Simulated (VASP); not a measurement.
# ZrS2: relaxation of cell and atoms with PBE+D3(BJ)

Crystal: ZrS2.

```
Zr S
1.0
     3.63517    0.00000    0.00000
    -1.81759    3.14815    0.00000
     0.00000    0.00000    5.72501
Zr S
1 2
Direct
  0.00000 0.00000 0.00000
  0.66667 0.33333 0.74487
  0.33333 0.66667 0.25513
```

The cell is a database's computed one.

| Quantity | Value |
| --- | --- |
| Program | VASP 6.6.1 |
| Task | relaxation of cell and atoms |
| Functional | PBE |
| Dispersion | D3(BJ) |
| Potentials or basis | VASP PAW PBE potentials, release 64 (Zr_sv, S) |
| Cutoff | 600 eV |
| k mesh | 9 × 9 × 5 |
| Occupations | gaussian, width 0.03 eV |
| Spin | no spin polarisation |
| Further INCAR settings | ALGO = Normal; EDIFF = 1e-07; IBRION = 2; EDIFFG = -0.005; NSW = 90; ISIF = 3 |

The relaxed volume is 21.82 Å³/atom. The relaxed cell is a = 3.634 Å, b = 3.634 Å, c = 5.724 Å, α = 90.00°, β = 90.00°, γ = 120.00° and the space group after relaxing (to 0.05 Å) is P-3m1 (No. 164). The energy gained by relaxing is 0.0 meV/atom, the ionic steps are 4 and the pressure after relaxing is 0.0 GPa. The largest force after relaxing is 0.005 eV/Å and the band gap on the k mesh is 0.70 eV, indirect (least direct gap 1.42 eV). The dispersion energy per atom is -0.363 eV.

Forces on the atoms (eV/Å):
```
Zr   0.000  0.000  0.000
S    0.000  0.000 -0.005
S    0.000  0.000  0.005
```

Final structure:
```yaml
crystal:
  lattice:
    - [3.63414, 0.00000, 0.00000]
    - [-1.81707, 3.14726, 0.00000]
    - [0.00000, 0.00000, 5.72396]
  atoms:
    - { symbol: Zr, position: [0.00000, 0.00000, 0.00000] }
    - { symbol: S, position: [0.66667, 0.33333, 0.74478] }
    - { symbol: S, position: [0.33333, 0.66667, 0.25522] }
```

Levels at points of the mesh, in eV from the valence-band top:
| k point | band 8 | band 9 | band 10 | band 11 | band 12 | band 13 | band 14 | band 15 | band 16 |
| --- | --- | --- | --- | --- | --- | --- | --- | --- | --- |
| (0.00, 0.00, 0.00) | -2.96 | -2.96 | -0.23 | -0.23 | 0.00 | 1.42 | 1.42 | 2.12 | 4.65 |

Wall time 64 s on 1 thread of Intel(R) Xeon(R) 6975P-C (Granite Rapids) (shared host), peak memory 0.24 GiB.

Caveat: an odd mesh through Γ misses points on the zone boundary, where band edges often lie.
